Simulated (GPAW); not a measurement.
Crystal: Te2Mo.

```
Te Mo
1.0
     3.51820    0.00000    0.00000
    -1.75910    3.04685    0.00000
     0.00000    0.00000   13.97360
Te Mo
4 2
Direct
  0.66667 0.33333 0.37900
  0.33333 0.66667 0.87900
  0.66667 0.33333 0.12100
  0.33333 0.66667 0.62100
  0.66667 0.33333 0.75000
  0.33333 0.66667 0.25000
```

* Program: GPAW 26.7.0
* Task: relaxation of cell and atoms
* Functional: SCAN
* Dispersion: D3(BJ)
* Potentials or basis: GPAW PAW data sets (gpaw-data 1.2.1)
* Cutoff: 600 eV
* Basis: pw
* k mesh: 5 × 5 × 2
* Occupations: fermi-dirac, width 0.05 eV
* Spin: no spin polarisation

At the start: pressure -1.6 GPa; volume 24.96 Å³/atom.

Problem. How do energy, volume and symmetry change on relaxing?

Solution. Over 5 steps the energy falls by 2.8 meV/atom and the volume is 24.72 Å³/atom (-1.0 %); space group P6_3/mmc (No. 194, to 0.05 Å).

Step by step:
```csv
step,energy change (eV),largest force (eV/Å),pressure (GPa),volume (Å³)
1,0.0000,0.3064,-1.62,149.79
2,-0.0069,0.2186,-1.19,149.52
3,-0.0141,0.0126,-0.06,148.81
4,-0.0144,0.0084,-0.06,148.79
5,-0.0167,0.0267,0.14,148.33
```

Final structure:
```xyz
6
Lattice="3.4961 0.0000 0.0000 -1.7481 3.0277 0.0000 0.0000 0.0000 14.0128" Properties=species:S:1:pos:R:3 pbc="T T T"
Te    1.7481    1.0092    5.2948
Te    0.0000    2.0185   12.3012
Te    1.7481    1.0092    1.7116
Te    0.0000    2.0185    8.7180
Mo    1.7481    1.0092   10.5096
Mo    0.0000    2.0185    3.5032
```

Caveat: the k mesh is coarse; later steps reuse the first step's grids; the PAW data sets were made with another functional, which shifts forces and pressure a little.
